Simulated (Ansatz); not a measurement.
S on a W site in WS2

Computed with Ansatz 0.2.0, DFT PBE, scalar-relativistic, plane waves, PAW. Settings: 420 eV cutoff, 2×2×2 k-mesh, shifted by half a step, Gaussian smearing of 0.01 eV, collinear spin in charge +1, -1 alone.

Host crystal, relaxed:

```yaml
crystal:
  lattice:
    - [1.59387, 0.92022, 7.47445]
    - [-1.59387, 0.92022, 7.47445]
    - [0.00000, -1.84045, 7.47445]
  atoms:
    - { symbol: W, position: [0.00068, 0.00068, 0.00068] }
    - { symbol: S, position: [0.40407, 0.40407, 0.40407] }
    - { symbol: S, position: [0.26395, 0.26395, 0.26395] }
```

Supercell of 39 atoms, rows in host cell vectors: -2 1 2; 2 -2 1; 1 2 -2. Atoms relax at the host's cell from a start displaced at random by 0.05 Å near the defect, so other minima may exist. The cell is small, so energies carry finite-size errors of tenths of an eV. The host's Kohn–Sham gap is 1.64 eV. Atoms are taken from and returned to the elements' standard states. Charged cells are corrected for image charges with the computed static dielectric tensor (mean 8.8) and aligned with the host's potential at far atoms (alignment terms reach 0.34 eV). No band-filling term is added, and the Fermi level counts from the host's valence band top.

Spin-orbit coupling is left out, which matters for the bands and energies of heavy elements. Starting moments were lost in some runs.

Defect: S on a W site at (0.001, 0.001, 0.001) of the host cell.

Q: What is the formation energy of the neutral defect?

A: 5.99 eV.

Q: Does the neutral defect carry a moment, and how do its surroundings relax?

A: The neutral run had no spin polarisation, so a moment wasn't tested. The nearest neighbours before are 6 S at 2.42 Å; after relaxation the atoms near the site are 2 S at 2.31 Å, 2 S at 2.32 Å, 1 W at 2.60 Å, 1 W at 2.61 Å; the largest move is 0.78 Å.

Q: Charges +1, 0, -1 were computed. Which is stable where in the gap?

A: Among the charges computed the stable one is 0 at the valence band top, changing to -1 at 1.02 eV. In charge +1 the extra carrier would gain by moving to a band edge of the host, so it isn't bound in the gap, though by less than the errors named above. In charge +1, -1 the cell has partly filled bands: a level of the defect may be part filled, the carrier may sit in the host's bands, or levels may cross between the k points, so transitions that involve it are doubtful. Levels between neighbouring charges: (+1/0) -0.09 eV, (0/-1) 1.02 eV.